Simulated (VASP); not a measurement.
# TiCo (Pm-3m) in VASP: further runs

The runs below take TiCo through equation of state, with PBE+D3(BJ).

Program: VASP 6.6.1. These are calculated values, not measurements. Logs are shortened: lines on timing, memory, paths and dates and some standing lists are left out, and cuts for length are marked.

### Step 1. The structure

It takes space group Pm-3m (No. 221, cubic). Conventional cell: a = 2.931 Å, b = 2.931 Å, c = 2.931 Å, α = 90.00°, β = 90.00°, γ = 90.00°. Co (site symmetry m-3m) is surrounded by 8 Ti at 2.54 Å. Around Ti (site symmetry m-3m) lie 8 Co at 2.54 Å.

The cell comes from a database or a generator and needn't be the stable form of this composition.

### Step 2. Equation of state, PBE+D3(BJ), collinear spin, ferromagnetic start, 12.08 Å³/atom (a relaxed cell with its volume scaled by 0.96)

Contents of INCAR:

```
SYSTEM = TiCo
PREC = Accurate ; ENCUT = 520
EDIFF = 1E-6 ; ISMEAR = -1
SIGMA = 0.05 ; LREAL = .FALSE.
LASPH = .TRUE. ; NELM = 100
ALGO = Fast ; ISIF = 2
LWAVE = .FALSE. ; LCHARG = .FALSE.
ISPIN = 2 ; MAGMOM = 2 1
LORBIT = 11 ; LMAXMIX = 4
GGA = PE ; IVDW = 12
```

Contents of KPOINTS:

```
Automatic mesh
0
G
  8 8 8
  0 0 0
```

Contents of POSCAR:

```
TiCo                                    
1.0
    2.8910789482     -0.0000000000      0.0000000000
   -0.0000000000      2.8910789482     -0.0000000000
    0.0000000000     -0.0000000000      2.8910789482
  Co              Ti            
     1     1
Direct
     0.5000000000000000    0.5000000000000000    0.5000000000000000
     1.0000000000000000    0.0000000000000000    1.0000000000000000
```

Potentials or basis: VASP PAW PBE potentials, release 64 (Co, Ti_sv).

The run is started by

```
cat potpaw_PBE.64/Co/POTCAR potpaw_PBE.64/Ti_sv/POTCAR > POTCAR
mpirun -np 1 vasp_std > vasp.out
```

OUTCAR:

```text
SYSTEM = TiCo
   PREC = Accurate
   ENCUT = 520
   EDIFF = 1E-6
   ISMEAR = -1
   LREAL = .FALSE.
   LASPH = .TRUE.
   NELM = 100
   ISIF = 2
   ISPIN = 2
   LORBIT = 11
   GGA = PE
   IVDW = 12
 IVDW          = 12

 ion  position               nearest neighbor table
   1  0.500  0.500  0.500-   2 2.50   2 2.50   2 2.50   2 2.50   2 2.50   2 2.50   2 2.50   2 2.50

   2  0.000  0.000  0.000-   1 2.50   1 2.50   1 2.50   1 2.50   1 2.50   1 2.50   1 2.50   1 2.50

  LATTYP: Found a simple cubic cell.
 ALAT       =     2.8910789482

  Lattice vectors:

 A1 = (   2.8910789482,   0.0000000000,   0.0000000000)
 A2 = (   0.0000000000,   2.8910789482,   0.0000000000)
 A3 = (   0.0000000000,   0.0000000000,   2.8910789482)

Analysis of symmetry for initial positions (statically):
=====================================================================
 Subroutine PRICEL returns:
 Original cell was already a primitive cell.

 Routine SETGRP: Setting up the symmetry group for a
 simple cubic supercell.

 Subroutine GETGRP returns: Found 48 space group operations
 (whereof 48 operations were pure point group operations)
 out of a pool of 48 trial point group operations.

The static configuration has the point symmetry O_h .

Analysis of symmetry for dynamics (positions and initial velocities):
=====================================================================
 Subroutine PRICEL returns:
 Original cell was already a primitive cell.

 Routine SETGRP: Setting up the symmetry group for a
 simple cubic supercell.

 Subroutine GETGRP returns: Found 48 space group operations
 (whereof 48 operations were pure point group operations)
 out of a pool of 48 trial point group operations.

The dynamic configuration has the point symmetry O_h .

Analysis of structural, dynamic, and magnetic symmetry:
=====================================================================
 Subroutine PRICEL returns:
 Original cell was already a primitive cell.

 Routine SETGRP: Setting up the symmetry group for a
 simple cubic supercell.

 Subroutine GETGRP returns: Found 48 space group operations
 (whereof 48 operations were pure point group operations)
 out of a pool of 48 trial point group operations.

The overall configuration has the point symmetry O_h .

 Subroutine INISYM returns: Found 48 space group operations
 (whereof 48 operations are pure point group operations),
 and found     1 'primitive' translations

----------------------------------------------------------------------------------------

[... 119 lines left out ...]
   AEXX    =    0.0000 exact exchange contribution
   IVDW    =    12    specifies the selected vdW correction
   LEPSILON=     F    determine dielectric tensor
   LRPA    =     F    only Hartree local field effects (RPA)
 spin polarized calculation
 RMM-DIIS sequential band-by-band and
  energy-cutoff  :      520.00
  volume of cell :       24.16
 maximum number of plane-waves:       672
 NGX is ok and might be reduce to    24
   NGX = 11   NGY = 11   NGZ = 11

 number of electron      21.0000010 magnetization       0.0001484

 number of electron      21.0000010 magnetization      -0.0000356

 Free energy of the ion-electron system (eV)
  ---------------------------------------------------
  ext. energy  EPLUGINS =         0.00000000
  ---------------------------------------------------
  free energy    TOTEN  =       -15.55783088 eV

  energy without entropy =      -15.54173320  energy(sigma->0) =      -15.54978204

 E-fermi :  11.2221     XC(G=0): -13.1002

 val. band max:       11.1859721865   @ k =   0.5000   0.1250   0.1250
 cond. band min:      11.2354185550   @ k =   0.5000   0.5000   0.1250
 fundamental gap:      0.0494463685
 Fermi energy:        11.2221333627

 spin component 1

 k-point     1 :       0.0000    0.0000    0.0000
  band No.  band energies     occupation
      1     -45.8407      1.00000
      2     -21.8968      1.00000
      3     -21.8968      1.00000
      4     -21.8968      1.00000
      5       3.1658      1.00000
      6       6.9327      1.00000
[... 435 lines left out ...]
      5       6.7722      1.00000
      6       7.3807      1.00000
[... 8 lines left out ...]
     15      14.9029      0.00000
     16      15.5743      0.00000

 [... further k-points ...]

 spin component 2

 k-point     1 :       0.0000    0.0000    0.0000
  band No.  band energies     occupation
      1     -45.8407      1.00000
      2     -21.8967      1.00000
      3     -21.8967      1.00000
      4     -21.8967      1.00000
      5       3.1658      1.00000
      6       6.9326      1.00000
[... 435 lines left out ...]
      5       6.7722      1.00000
      6       7.3807      1.00000
[... 8 lines left out ...]
     15      14.9029      0.00000
     16      15.5735      0.00000

 [... further k-points ...]

------------------------ aborting loop because EDIFF is reached ----------------------------------------

 Edisp (eV)   -1.19038

 E8    (eV) :    -0.5493

  FORCE on cell =-STRESS in cart. coord.  units (eV):
  Direction    XX          YY          ZZ          XY          YZ          ZX
  --------------------------------------------------------------------------------------
  -------------------------------------------------------------------------------------
  Total       1.30461     1.30461     1.30461    -0.00000     0.00000     0.00000
  in kB      86.49886    86.49886    86.49886    -0.00000     0.00000     0.00000
  external pressure =       86.50 kB  Pullay stress =        0.00 kB

 VOLUME and BASIS-vectors are now :
 -----------------------------------------------------------------------------
  energy-cutoff  :      520.00
  volume of cell :       24.16
      direct lattice vectors                 reciprocal lattice vectors
     2.891078948  0.000000000  0.000000000     0.345891627  0.000000000  0.000000000
     0.000000000  2.891078948  0.000000000     0.000000000  0.345891627  0.000000000
     0.000000000  0.000000000  2.891078948     0.000000000  0.000000000  0.345891627

 POSITION                                       TOTAL-FORCE (eV/Angst)
 -----------------------------------------------------------------------------------
      1.44554      1.44554      1.44554         0.000000      0.000000      0.000000
      0.00000      0.00000      0.00000         0.000000      0.000000      0.000000
 -----------------------------------------------------------------------------------
    total drift:                                0.000000      0.000000     -0.000000

  FREE ENERGIE OF THE ION-ELECTRON SYSTEM (eV)
  ---------------------------------------------------
  free  energy   TOTEN  =       -16.7482113072 eV

  energy  without entropy=      -16.7321136254  energy(sigma->0) =      -16.74016247

 total charge

# of ion       s       p       d       tot
------------------------------------------
    1        0.564   0.505   7.409   8.478
    2        2.270   6.215   1.945  10.430
--------------------------------------------------
tot          2.834   6.720   9.354  18.908

 magnetization (x)

# of ion       s       p       d       tot
------------------------------------------
    1       -0.000   0.000  -0.000  -0.000
    2       -0.000   0.000   0.000   0.000
--------------------------------------------------
tot         -0.000   0.000  -0.000  -0.000
```

Run time: 32 s. Hardware: 1 thread of AMD EPYC 9R45 (Zen 5), shared host; peak memory 0.14 GiB.

Results:

* Free energy: -16.7482 eV
* Pressure: 8.6 GPa
* Band gap on the k mesh: none (metal or under the smearing width)
* Net moment: 0.00 μB per cell
* Valence electrons inside the program's atomic spheres: Co 8.48; Ti 10.43
* Dispersion energy per atom: -0.595 eV

Caveat: the starting moments collapsed, and a magnetic state may lie lower; pairwise dispersion overbinds metals, which lowers pressure and volume.

### Step 3. Equation of state, PBE+D3(BJ), collinear spin, ferromagnetic start, 12.33 Å³/atom (a relaxed cell with its volume scaled by 0.98)

INCAR is that of step 2.

KPOINTS is that of step 2.

Contents of POSCAR:

```
TiCo                                    
1.0
    2.9110180538     -0.0000000000      0.0000000000
   -0.0000000000      2.9110180538     -0.0000000000
    0.0000000000     -0.0000000000      2.9110180538
  Co              Ti            
     1     1
Direct
     0.5000000000000000    0.5000000000000000    0.5000000000000000
     1.0000000000000000    0.0000000000000000    1.0000000000000000
```

Potentials or basis: VASP PAW PBE potentials, release 64 (Co, Ti_sv).

The run is started by

```
cat potpaw_PBE.64/Co/POTCAR potpaw_PBE.64/Ti_sv/POTCAR > POTCAR
mpirun -np 1 vasp_std > vasp.out
```

It took 34 s on 1 thread of AMD EPYC 9R45 (Zen 5), shared host; peak memory 0.14 GiB.

It converged, with:

| Item | Value |
| --- | --- |
| Free energy | -16.7683 eV |
| Pressure | 4.1 GPa |
| Band gap on the k mesh | none (metal or under the smearing width) |
| Net moment | 0.00 μB per cell |
| Valence electrons inside the program's atomic spheres | Co 8.44; Ti 10.39 |
| Dispersion energy per atom | -0.583 eV |

Caveat: the starting moments collapsed, and a magnetic state may lie lower; pairwise dispersion overbinds metals, which lowers pressure and volume.

### Step 4. Equation of state, PBE+D3(BJ), collinear spin, ferromagnetic start, 12.59 Å³/atom

INCAR is that of step 3.

KPOINTS is that of step 3.

Contents of POSCAR:

```
TiCo                                    
1.0
    2.9306876914     -0.0000000000      0.0000000000
   -0.0000000000      2.9306876914     -0.0000000000
    0.0000000000     -0.0000000000      2.9306876914
  Co              Ti            
     1     1
Direct
     0.5000000000000000    0.5000000000000000    0.5000000000000000
     1.0000000000000000    0.0000000000000000    1.0000000000000000
```

The run is started by

```
cat potpaw_PBE.64/Co/POTCAR potpaw_PBE.64/Ti_sv/POTCAR > POTCAR
mpirun -np 1 vasp_std > vasp.out
```

Run time: 33 s. Hardware: 1 thread of AMD EPYC 9R45 (Zen 5), shared host; peak memory 0.14 GiB.

The run converged. Its results:

```yaml
Free_energy: -16.7748 eV
Pressure: 0.0 GPa
Band_gap_on_the_k_mesh: none (metal or under the smearing width)
Net_moment: 0.00 μB per cell
Valence_electrons_inside_the_program's_atomic_spheres: Co 8.40; Ti 10.36
Dispersion_energy_per_atom: -0.571 eV
```

Caveat: the starting moments collapsed, and a magnetic state may lie lower; pairwise dispersion overbinds metals, which lowers pressure and volume.

### Step 5. Equation of state, PBE+D3(BJ), collinear spin, ferromagnetic start, 12.84 Å³/atom (a relaxed cell with its volume scaled by 1.02)

INCAR is that of step 4.

KPOINTS is that of step 4.

Contents of POSCAR:

```
TiCo                                    
1.0
    2.9500967848     -0.0000000000      0.0000000000
   -0.0000000000      2.9500967848     -0.0000000000
    0.0000000000     -0.0000000000      2.9500967848
  Co              Ti            
     1     1
Direct
     0.5000000000000000    0.5000000000000000    0.5000000000000000
     1.0000000000000000    0.0000000000000000    1.0000000000000000
```

The run is started by

```
cat potpaw_PBE.64/Co/POTCAR potpaw_PBE.64/Ti_sv/POTCAR > POTCAR
mpirun -np 1 vasp_std > vasp.out
```

It took 36 s on 1 thread of AMD EPYC 9R45 (Zen 5), shared host; peak memory 0.14 GiB.

Results (log left out):

```
Free energy                                           : -16.7692 eV
Pressure                                              : -3.6 GPa
Band gap on the k mesh                                : none (metal or under the smearing width)
Net moment                                            : 0.00 μB per cell
Valence electrons inside the program's atomic spheres : Co 8.37; Ti 10.33
Dispersion energy per atom                            : -0.559 eV
```

Caveat: the starting moments collapsed, and a magnetic state may lie lower; pairwise dispersion overbinds metals, which lowers pressure and volume.

### Step 6. Equation of state, PBE+D3(BJ), collinear spin, ferromagnetic start, 13.09 Å³/atom (a relaxed cell with its volume scaled by 1.04)

INCAR is that of step 5.

KPOINTS is that of step 5.

Contents of POSCAR:

```
TiCo                                    
1.0
    2.9692537942     -0.0000000000      0.0000000000
   -0.0000000000      2.9692537942     -0.0000000000
    0.0000000000     -0.0000000000      2.9692537942
  Co              Ti            
     1     1
Direct
     0.5000000000000000    0.5000000000000000    0.5000000000000000
     1.0000000000000000    0.0000000000000000    1.0000000000000000
```

Potentials or basis: VASP PAW PBE potentials, release 64 (Co, Ti_sv).

The run is started by

```
cat potpaw_PBE.64/Co/POTCAR potpaw_PBE.64/Ti_sv/POTCAR > POTCAR
mpirun -np 1 vasp_std > vasp.out
```

It took 34 s on 1 thread of AMD EPYC 9R45 (Zen 5), shared host; peak memory 0.14 GiB.

Results (log left out):

| Property | Result |
| --- | --- |
| Free energy | -16.7503 eV |
| Pressure | -6.6 GPa |
| Band gap on the k mesh | none (metal or under the smearing width) |
| Net moment | 0.28 μB per cell |
| Site moments | Co +0.35; Ti -0.04 μB |
| Valence electrons inside the program's atomic spheres | Co 8.33; Ti 10.30 |
| Dispersion energy per atom | -0.548 eV |

Caveat: pairwise dispersion overbinds metals, which lowers pressure and volume.

### Step 7. Equation of state, PBE+D3(BJ), collinear spin, ferromagnetic start

No new run: the results of the series are fitted here.

What came out:

```
Equilibrium volume : 12.59 Å³/atom (rough: see the caveat)
Bulk modulus       : 205 GPa (rough)
```

Energy against volume, from the lowest point:
| volume (Å³/atom) | energy (meV/atom) |
| --- | --- |
| 12.082 | 13.31 |
| 12.334 | 3.28 |
| 12.586 | 0.00 |
| 12.837 | 2.81 |
| 13.089 | 12.26 |

Caveat: the fit is doubtful: noisy points or a state that changes with volume.
